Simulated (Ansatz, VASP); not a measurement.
**Pd in VASP and in Ansatz**

File INCAR:

```
SYSTEM = Pd
PREC = Accurate ; ENCUT = 520
EDIFF = 1E-6 ; ISMEAR = -1
SIGMA = 0.1 ; LREAL = .False.
LASPH = .True. ; NELM = 100
ALGO = Normal ; ISIF = 2
LWAVE = .False. ; LCHARG = .True.
GGA = B5 ; ALDAX = 1.0
AGGAX = 1.0 ; AGGAC = 1.0
ALDAC = 0.0 ; LELF = .True.
LVHAR = .True. ; NBANDS = 11
```

Contents of KPOINTS:

```
Automatic mesh
0
Gamma
  15 15 15
  0 0 0
```

Contents of POSCAR:

```
Pd
1.0
   -1.6655562100      1.6655562100      1.6655562100
    1.6655562100     -1.6655562100      1.6655562100
    1.6655562100      1.6655562100     -1.6655562100
Pd
1
Direct
    0.0000000000      0.0000000000      0.0000000000
```

Input for Ansatz:

```yaml
crystal:
  lattice:
    - [-1.66555621, 1.66555621, 1.66555621]
    - [1.66555621, -1.66555621, 1.66555621]
    - [1.66555621, 1.66555621, -1.66555621]
  atoms:
    - { symbol: Pd, position: [0.0, 0.0, 0.0] }
hamiltonian:
  xc: blyp
  pseudopotentials:
    kind: paw
    azcp:
      Pd: "pseudopotentials/Pd.paw.azcp"
basis:
  ecutwfc: 420
  fft_grid_basis: typed
kpoints:
  mp_grid: { grid: [15, 15, 15], shift: [0, 0, 0] }
magnetization:
  spin_polarized: false
scf:
  occupations: { method: fermi_dirac, width: 0.1 }
  lower_state_search: "off"
output:
  stress: true
  write_density: true
  write_potential: true
  elf: true
  volumetric_format: npy
```

Alike in both runs: task single point; functional BLYP; k mesh 15 × 15 × 15; occupations fermi-dirac, width 0.1 eV; no spin polarisation.

|  | VASP | Ansatz |
| --- | --- | --- |
| version | VASP 6.6.1 | Ansatz 0.2.0 |
| potentials or method | VASP PAW PBE potentials, release 64 (Pd) | plane waves (420 eV) with PAW, scalar-relativistic |
| plane-wave cutoff (eV) | 520 | 420 |
| valence electrons in the cell | 10 | 18 |

|  | VASP | Ansatz | Ansatz less VASP |
| --- | --- | --- | --- |
| pressure (GPa) | -10.5 | -10.7 | -0.19 |

The two sets of potentials don't hold the same shells in valence.

Caveats: the PAW data sets were made with another functional, which shifts forces and pressure a little (VASP).
